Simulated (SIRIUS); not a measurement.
# Pd (Fm-3m) in SIRIUS: convergence with gk cutoff, part 2 of 2

SIRIUS 7.12.0. The steps go on from the part before.

## (8) With gk cutoff 3.98 1/bohr

File sirius.json:

```json
{
  "control": {
    "processing_unit": "cpu",
    "std_evp_solver_name": "lapack",
    "gen_evp_solver_name": "lapack",
    "verbosity": 2,
    "print_forces": true,
    "ortho_rf": true,
    "use_second_variation": true,
    "rmt_max": 3.0,
    "num_bands_to_print": 17,
    "save_wf": true
  },
  "parameters": {
    "electronic_structure_method": "full_potential_lapwlo",
    "xc_functionals": ["XC_GGA_X_PBE", "XC_GGA_C_PBE"],
    "core_relativity": "dirac",
    "valence_relativity": "iora",
    "num_fv_states": 17,
    "smearing": "fermi_dirac",
    "smearing_width": 0.0018374661,
    "pw_cutoff": 21,
    "gk_cutoff": 3.98,
    "lmax_apw": 12,
    "lmax_rho": 8,
    "lmax_pot": 8,
    "num_mag_dims": 0,
    "auto_rmt": 0,
    "ngridk": [12, 12, 12],
    "shiftk": [0, 0, 0],
    "num_dft_iter": 80,
    "energy_tol": 1e-07,
    "density_tol": 1e-05,
    "use_symmetry": true
  },
  "settings": {"tol_ne": 1e-10},
  "iterative_solver": {"type": "exact"},
  "mixer": {"type": "anderson", "beta": 0.5, "max_history": 8},
  "unit_cell": {
    "lattice_vectors": [[0.0, 3.6783519016, 3.6783519016], [3.6783519016, 0.0, 3.6783519016], [3.6783519016, 3.6783519016, 0.0]],
    "atom_types": ["Pd"],
    "atom_files": {"Pd": "Pd.json"},
    "atoms": {"Pd": [[0.0, 0.0, 0.0]]}
  }
}
```

File Pd.json:

```json
{
  "name": "palladium",
  "symbol": "Pd",
  "number": 46,
  "mass": 106.42,
  "rmin": 1e-06,
  "rmt": 2.54,
  "nrmt": 800,
  "rinf": 14.72,
  "core": "1s2s2p3s3p3d",
  "valence": [
    {"basis": [{"enu": 0.08, "dme": 0, "n": 0, "auto": 0}, {"enu": 0.08, "dme": 1, "n": 0, "auto": 0}]},
    {"l": 0, "n": 1, "basis": [{"enu": 0.18, "dme": 0, "n": 0, "auto": 0}]},
    {"l": 1, "n": 2, "basis": [{"enu": 0.18, "dme": 0, "n": 0, "auto": 0}]},
    {"l": 2, "n": 3, "basis": [{"enu": 0.18, "dme": 0, "n": 0, "auto": 0}]},
    {"l": 3, "n": 4, "basis": [{"enu": 0.18, "dme": 0, "n": 0, "auto": 0}]}
  ],
  "lo": [
    {"l": 0, "basis": [{"enu": 0.18, "dme": 0, "n": 0, "auto": 0}, {"enu": 0.18, "dme": 1, "n": 0, "auto": 0}]},
    {"l": 0, "basis": [{"enu": -2.79, "dme": 0, "n": 4, "auto": 1}, {"enu": -2.79, "dme": 1, "n": 4, "auto": 1}]},
    {"l": 0, "basis": [{"enu": -2.79, "dme": 1, "n": 4, "auto": 1}, {"enu": 0.18, "dme": 0, "n": 0, "auto": 0}]},
    {"l": 0, "basis": [{"enu": 0.18, "dme": 0, "n": 0, "auto": 0}, {"enu": 2.66, "dme": 0, "n": 0, "auto": 0}]},
    {"l": 1, "basis": [{"enu": 0.18, "dme": 0, "n": 0, "auto": 0}, {"enu": 0.18, "dme": 1, "n": 0, "auto": 0}]},
    {
      "l": 1,
      "basis": [{"enu": -1.5449, "dme": 0, "n": 4, "auto": 1}, {"enu": -1.5449, "dme": 1, "n": 4, "auto": 1}]
    },
    {
      "l": 1,
      "basis": [{"enu": -1.5449, "dme": 1, "n": 4, "auto": 1}, {"enu": 0.18, "dme": 0, "n": 0, "auto": 0}]
    },
    {"l": 1, "basis": [{"enu": 0.18, "dme": 0, "n": 0, "auto": 0}, {"enu": 3.032, "dme": 0, "n": 0, "auto": 0}]},
    {"l": 2, "basis": [{"enu": 0.18, "dme": 0, "n": 0, "auto": 0}, {"enu": 0.18, "dme": 1, "n": 0, "auto": 0}]},
    {"l": 2, "basis": [{"enu": 0.18, "dme": 1, "n": 0, "auto": 0}, {"enu": 0.18, "dme": 2, "n": 0, "auto": 0}]},
    {"l": 2, "basis": [{"enu": 0.18, "dme": 0, "n": 0, "auto": 0}, {"enu": 2.598, "dme": 0, "n": 0, "auto": 0}]},
    {"l": 3, "basis": [{"enu": 0.18, "dme": 0, "n": 0, "auto": 0}, {"enu": 0.18, "dme": 1, "n": 0, "auto": 0}]},
    {"l": 3, "basis": [{"enu": 0.18, "dme": 0, "n": 0, "auto": 0}, {"enu": 2.877, "dme": 0, "n": 0, "auto": 0}]}
  ],
  "free_atom": [... radial grid and density of the free atom, the start of the SCF ...]
}
```

File sirius_start.json:

```json
{
  "control": {
    "processing_unit": "cpu",
    "std_evp_solver_name": "lapack",
    "gen_evp_solver_name": "lapack",
    "verbosity": 1,
    "print_forces": false,
    "ortho_rf": true,
    "use_second_variation": true,
    "rmt_max": 3.0,
    "num_bands_to_print": 17,
    "save_wf": false
  },
  "parameters": {
    "electronic_structure_method": "full_potential_lapwlo",
    "xc_functionals": ["XC_LDA_X", "XC_LDA_C_PW"],
    "core_relativity": "dirac",
    "valence_relativity": "iora",
    "num_fv_states": 17,
    "smearing": "fermi_dirac",
    "smearing_width": 0.0055123983,
    "pw_cutoff": 21,
    "gk_cutoff": 2.77,
    "lmax_apw": 12,
    "lmax_rho": 8,
    "lmax_pot": 8,
    "num_mag_dims": 0,
    "auto_rmt": 0,
    "ngridk": [5, 5, 5],
    "shiftk": [0, 0, 0],
    "num_dft_iter": 30,
    "energy_tol": 0.01,
    "density_tol": 0.05,
    "use_symmetry": true
  },
  "settings": {"tol_ne": 1e-10},
  "iterative_solver": {"type": "exact"},
  "mixer": {"type": "anderson", "beta": 0.5, "max_history": 8},
  "unit_cell": {
    "lattice_vectors": [[0.0, 3.6783519016, 3.6783519016], [3.6783519016, 0.0, 3.6783519016], [3.6783519016, 3.6783519016, 0.0]],
    "atom_types": ["Pd"],
    "atom_files": {"Pd": "Pd.json"},
    "atoms": {"Pd": [[0.0, 0.0, 0.0]]}
  }
}
```

Potentials or basis: all-electron FP-LAPW, apw+lo standard.

Run with:

```
$ OMP_NUM_THREADS=1 sirius.scf --input=sirius_start.json --output=start.json
$ OMP_NUM_THREADS=1 sirius.scf --input=sirius.json --output=output.json --task=1
```

The program printed:

```text
[info] SIRIUS version : 7.12.0
[info] number of MPI ranks           : 1
[info] MPI grid                      : 1 1
[info] maximum number of OMP threads : 1
[fft] FFT context for density and potential
[fft] =====================================
[fft]   plane wave cutoff                     : 21
[fft]   grid size                             : 40 40 40   total : 64000
[fft]   grid limits                           : -19 20   -19 20   -19 20
[fft]   number of G-vectors within the cutoff : 15593
[fft]   number of G-shells                    : 451
[fft] FFT context for coarse grid
[fft] =====================================
[fft]   plane wave cutoff                     : 7.96
[fft]   grid size                             : 16 16 16   total : 4096
[fft]   grid limits                           : -7 8   -7 8   -7 8
[fft]   number of G-vectors within the cutoff : 869
[fft]   number of G-shells                    : 39
[unit cell] lattice vectors
[unit cell]   a1 :       0.0000000000      3.6783519016      3.6783519016
[unit cell]   a2 :       3.6783519016      0.0000000000      3.6783519016
[unit cell]   a3 :       3.6783519016      3.6783519016      0.0000000000
[unit cell] reciprocal lattice vectors
[unit cell]   b1 :      -0.8540761563      0.8540761563      0.8540761563
[unit cell]   b2 :       0.8540761563     -0.8540761563      0.8540761563
[unit cell]   b3 :       0.8540761563      0.8540761563     -0.8540761563
[unit cell] unit cell volume :        99.53820872 [a.u.^3]
[unit cell] 1/sqrt(omega)    :         0.10023170
[unit cell] MT volume        :        68.64197317 (68.96%)
[unit cell] IT volume        :        30.89623555 (31.04%)
[unit cell] number of atom types : 1
[unit cell] type id : 0 symbol : Pd mt_radius :   2.540000 num_atoms : 1
[unit cell] total number of atoms : 1
[unit cell] number of symmetry classes : 1
[unit cell] atom id  type id  class id             position                      vector_field
[unit cell] ------------------------------------------------------------------------------------------
[unit cell]      0        0        0      0.00000   0.00000   0.00000      0.00000   0.00000   0.00000
[unit cell] atom id         position (Cartesian, a.u.)
[unit cell] ---------------------------------------------
[unit cell]      0       0.000000    0.000000    0.000000
[unit cell] class id : 0 atom id : 0
[unit cell] minimum bond length:     5.201975
[sym] space group number   : 225
[sym] international symbol : Fm-3m
[sym] Hall symbol          : -F 4 2 3
[sym] space group transformation matrix :
[sym]   0.0000  0.5000  0.5000
[sym]   0.5000  0.0000  0.5000
[sym]   0.5000  0.5000  0.0000
[sym] space group origin shift :
[sym]   0.0000  0.0000  0.0000
[... 291 lines left out ...]
[generate_radial_functions] Linearization energies
[generate_radial_functions] Atom : Pd, class id : 0
[generate_radial_functions] augmented waves
[generate_radial_functions] local orbitals
[generate_radial_functions] {l: 0, n: 4, enu: -2.79728, dme: 0, auto: 1}
[generate_radial_functions] {l: 0, n: 4, enu: -2.79728, dme: 1, auto: 1}
[generate_radial_functions] {l: 0, n: 4, enu: -2.79728, dme: 1, auto: 1}
[generate_radial_functions] {l: 1, n: 4, enu: -1.53782, dme: 0, auto: 1}
[generate_radial_functions] {l: 1, n: 4, enu: -1.53782, dme: 1, auto: 1}
[generate_radial_functions] {l: 1, n: 4, enu: -1.53782, dme: 1, auto: 1}
[diagonalize] Lowest band energies
[diagonalize] ik:    0   -2.799275   -1.531642   -1.531642   -1.531642    0.026206    0.186419    0.186419    0.186419    0.245818    0.245818    0.914251    1.087257    1.087257    1.087257    1.291538    1.403693    1.403693
[diagonalize] ik:    1   -2.799140   -1.532680   -1.531789   -1.531789    0.035423    0.183222    0.189552    0.189552    0.244371    0.244371    0.923624    1.035108    1.098004    1.098004    1.316062    1.379394    1.379394
[diagonalize] ik:    2   -2.798772   -1.535501   -1.532190   -1.532190    0.060397    0.177631    0.195878    0.195878    0.243415    0.243415    0.919771    0.962733    1.126380    1.126380    1.253263    1.314392    1.314392
[diagonalize] ik:    3   -2.798269   -1.539323   -1.532737   -1.532737    0.088536    0.184744    0.197145    0.197145    0.251383    0.251383    0.822021    0.953160    1.152946    1.152946    1.234819    1.247593    1.247593
[diagonalize] ik:    4   -2.797764   -1.543108   -1.533283   -1.533283    0.098758    0.192042    0.192042    0.226119    0.268188    0.268188    0.710486    0.926201    1.122194    1.122194    1.248373    1.248373    1.288833
[diagonalize] ...
[diagonalize] ik:   67   -2.796728   -1.543733   -1.539101   -1.536732    0.125151    0.134321    0.200576    0.258747    0.290487    0.469881    0.715299    0.718504    0.772155    1.146826    1.215703    1.349458    1.534408
[diagonalize] ik:   68   -2.796638   -1.542894   -1.540582   -1.536967    0.129939    0.148042    0.185935    0.245966    0.296450    0.553943    0.620033    0.713583    0.756854    1.157732    1.254400    1.358354    1.530077
[diagonalize] ik:   69   -2.796682   -1.542259   -1.541232   -1.536542    0.137371    0.162577    0.166702    0.241863    0.290277    0.533665    0.638893    0.694768    0.795399    1.161719    1.226808    1.419175    1.494547
[diagonalize] ik:   70   -2.796593   -1.543879   -1.539530   -1.537422    0.118365    0.131191    0.212849    0.256693    0.302145    0.533773    0.675576    0.693886    0.725680    1.148120    1.253580    1.316017    1.568389
[diagonalize] ik:   71   -2.796593   -1.541712   -1.541712   -1.537452    0.130873    0.166082    0.166082    0.242075    0.302164    0.616995    0.616995    0.671346    0.715970    1.223530    1.223530    1.345976    1.511685
[generate_core_charge_density] atom class : 0
[generate_core_charge_density]   n,l,k : 1 0 1  energy :        -887.29751430
[generate_core_charge_density]   n,l,k : 2 0 1  energy :        -129.23830784
[generate_core_charge_density]   n,l,k : 2 1 1  energy :        -119.85077990
[generate_core_charge_density]   n,l,k : 2 1 2  energy :        -113.99233179
[generate_core_charge_density]   n,l,k : 3 0 1  energy :         -23.02971835
[generate_core_charge_density]   n,l,k : 3 1 1  energy :         -19.32512371
[generate_core_charge_density]   n,l,k : 3 1 2  energy :         -18.30388393
[generate_core_charge_density]   n,l,k : 3 2 2  energy :         -11.74663353
[generate_core_charge_density]   n,l,k : 3 2 3  energy :         -11.54299215
[find] Total energy                   :   -5047.04945564 (Ha),  -10094.09891127 (Ry)
[find] iteration : 1, RMS (target) : 1.3997e-01 (1.0000e-05) , energy difference (target) : -5.6863e-05 (1.0000e-07)
[find] Total energy                   :   -5047.04946396 (Ha),  -10094.09892792 (Ry)
[find] iteration : 2, RMS (target) : 2.6389e-02 (1.0000e-05) , energy difference (target) : -8.3240e-06 (1.0000e-07)
[find] Total energy                   :   -5047.04960839 (Ha),  -10094.09921678 (Ry)
[find] iteration : 3, RMS (target) : 2.4513e-03 (1.0000e-05) , energy difference (target) : -1.4443e-04 (1.0000e-07)
[find] Total energy                   :   -5047.04961220 (Ha),  -10094.09922439 (Ry)
[find] iteration : 4, RMS (target) : 1.7339e-04 (1.0000e-05) , energy difference (target) : -3.8059e-06 (1.0000e-07)
[... 12 lines left out ...]
[find] valence_eval_sum               :     -12.43499648
[find] core_eval_sum                  :   -3002.30308574
[find] kinetic energy                 :    5270.46607300
[find] enuc                           :   -6124.75892409
[find] <rho|V^{XC}>                   :    -188.09364823
[find] <rho|E^{XC}>                   :    -144.20182504
[find] <mag|B^{XC}>                   :       0.00000000
[find] <rho|V^{H}>                    :   -8097.11050700
[find] smearing (-TS)                 :      -0.00072042
[find] SCF correction                 :       0.00031749
[find] Total energy                   :   -5047.04961214 (Ha),  -10094.09922429 (Ry)
[find] Free energy (E-TS)             :   -5047.05033256 (Ha),  -10094.10066512 (Ry)
[find] band gap (eV)                  :       0.00000000
[find] Efermi                         :       0.31531426
[find] iteration : 6, RMS (target) : 5.8947e-06 (1.0000e-05) , energy difference (target) : 9.6079e-08 (1.0000e-07)
[find] converged after 7 SCF iterations!
[find] Charges and magnetic moments
[find] --------------------------------------------------------------------------------
[find] atom      charge    core leakage
[find] --------------------------------------------------------------------------------
[find]    0   45.015443    6.839799e-09
[find] total core leakage    : 6.83979941e-09
[find] interstitial charge   : 0.984556
[find] total charge          : 45.999998
[find] Energy
[find] --------------------------------------------------------------------------------
[find] valence_eval_sum               :     -12.43499648
[find] core_eval_sum                  :   -3002.30308574
[find] kinetic energy                 :    5270.46607300
[find] enuc                           :   -6124.75892409
[find] <rho|V^{XC}>                   :    -188.09364823
[find] <rho|E^{XC}>                   :    -144.20182504
[find] <mag|B^{XC}>                   :       0.00000000
[find] <rho|V^{H}>                    :   -8097.11050700
[find] smearing (-TS)                 :      -0.00072042
[find] SCF correction                 :       0.00031749
[find] Total energy                   :   -5047.04961214 (Ha),  -10094.09922429 (Ry)
[find] Free energy (E-TS)             :   -5047.05033256 (Ha),  -10094.10066512 (Ry)
[find] band gap (eV)                  :       0.00000000
[find] Efermi                         :       0.31531426
[ground_state]
[ground_state] ==== total Forces in Ha/bohr =====
[ground_state] atom:    0, force:       0.0000000      0.0000000      0.0000000
[ground_state] ==== contribution from density =====
[ground_state] atom:    0, force:       0.0000000      0.0000000      0.0000000
[ground_state] ==== contribution from Hartree potential =====
[ground_state] atom:    0, force:       0.0000000      0.0000000      0.0000000
[ground_state] ==== contribution from IBS =====
[ground_state] atom:    0, force:       0.0000000      0.0000000      0.0000000
```

Wall time 27 s (1 thread of Arm Neoverse V2, shared host); peak memory 0.38 GiB.

Results:

```
Free energy                                       : -137337.2360 eV
Band gap on the k mesh                            : none (metal or under the smearing width)
All electrons inside the program's atomic spheres : Pd 45.02 (radii Pd 2.54 bohr)
```

## (9) Summary

```csv
gk cutoff,"energy less the tightest run, at zero smearing (meV/atom)",SCF cycles,CPU time (s),peak memory (GiB)
1.91 1/bohr,4316.96,7,18,0.26
2.25 1/bohr,1678.88,8,21,0.26
2.6 1/bohr,544.18,7,20,0.27
2.94 1/bohr,154.85,8,22,0.28
3.29 1/bohr,36.83,7,20,0.29
3.64 1/bohr,7.41,7,23,0.32
3.98 1/bohr,0.00,7,27,0.38
```

Not settled before the last step: the energy (to 1 meV/atom). The tightest run that finished is the yardstick and may itself not be fully converged.
